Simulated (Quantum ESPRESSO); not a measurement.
Input of a Quantum ESPRESSO 7.5 run:

The input pw.in:

```
&CONTROL
  calculation = 'vc-relax'
  prefix = 'pwscf'
  outdir = './tmp'
  pseudo_dir = './pseudo'
  tprnfor = .true.
  tstress = .true.
  disk_io = 'low'
  nstep = 40
  forc_conv_thr = 0.0004
  etot_conv_thr = 1d-05
/
&SYSTEM
  ibrav = 0
  nat = 1
  ntyp = 1
  ecutwfc = 63
  ecutrho = 506
  nbnd = 13
  occupations = 'smearing'
  smearing = 'fd'
  degauss = 0.00367493
/
&ELECTRONS
  conv_thr = 2d-10
  electron_maxstep = 120
  mixing_beta = 0.5
/
&IONS
  ion_dynamics = 'bfgs'
/
&CELL
  cell_dynamics = 'bfgs'
  press = 100
  press_conv_thr = 0.3
/
ATOMIC_SPECIES
W    183.8400 W_pbe_v1.2.uspp.F.UPF
CELL_PARAMETERS angstrom
  -1.5823450000    1.5823450000    1.5823450000
   1.5823450000   -1.5823450000    1.5823450000
   1.5823450000    1.5823450000   -1.5823450000
ATOMIC_POSITIONS angstrom
W      0.0000000000    0.0000000000    0.0000000000
K_POINTS automatic
12 12 12 0 0 0
```

Potentials or basis: SSSP 1.3 efficiency PBE.

Command:

```bash
$ OMP_NUM_THREADS=1 pw.x -in pw.in > pw.out
```

Task: What does it give for the relaxed volume?

Result: 15.66 Å³/atom.

Task: What does it give for the space group after relaxing (to 0.05 Å)?

Result: Im-3m (No. 229).

Task: Estimate the relaxed cell.

Result: a = 2.730 Å, b = 2.730 Å, c = 2.730 Å, α = 109.47°, β = 109.47°, γ = 109.47°.

Final structure:
```
W
1.0
    -1.57604    1.57604    1.57604
     1.57604   -1.57604    1.57604
     1.57604    1.57604   -1.57604
W
1
Direct
  0.00000 0.00000 0.00000
```

The run has no spin-orbit coupling, so splittings on W are missing.
